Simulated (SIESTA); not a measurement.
Crystal: SnSe.

```
Sn Se
1.0
    11.42000    0.00000    0.00000
     0.00000    4.19000    0.00000
     0.00000    0.00000    4.46000
Sn Se
4 4
Cartesian
  10.0153 3.1425 4.0541
  7.1147 1.0475 1.8241
  4.3053 3.1425 2.6359
  1.4047 1.0475 0.4059
  7.3431 3.1425 4.3886
  9.7869 1.0475 2.1586
  1.6331 3.1425 2.3014
  4.0769 1.0475 0.0714
```

Base run:

- Program: SIESTA 5.4.2
- Functional: PBE
- Potentials or basis: SG15 1.2 (PBE files) or PseudoDojo by element
- Basis: DZP (energy shift 0.003 Ry; two zetas on semicore shells)
- Grid cutoff: 500 Ry
- Energy shift: 0.003 Ry
- k mesh: 3 × 6 × 6
- Occupations: fermi-dirac, width 0.05 eV
- Spin: no spin polarisation

Its results: band gap on the k mesh 0.51 eV, indirect (least direct gap 0.68 eV); pressure 3.6 GPa; largest force 0.519 eV/Å.

The run is repeated on the same cell with these changes: functional from PBE to PBEsol; potentials or basis from SG15 1.2 (PBE files) or PseudoDojo by element to PseudoDojo 0.4 standard (PBEsol files); valence electrons from 80 to 120. What comes out?

Band gap on the k mesh 0.49 eV, indirect (least direct gap 0.65 eV); pressure 1.0 GPa; largest force 0.634 eV/Å.

Caveats: spin-orbit coupling is left out, which moves the levels of the heavy elements; the basis of atomic orbitals isn't converged, which shifts pressures, moduli and gaps.

A k mesh can miss the band edges.
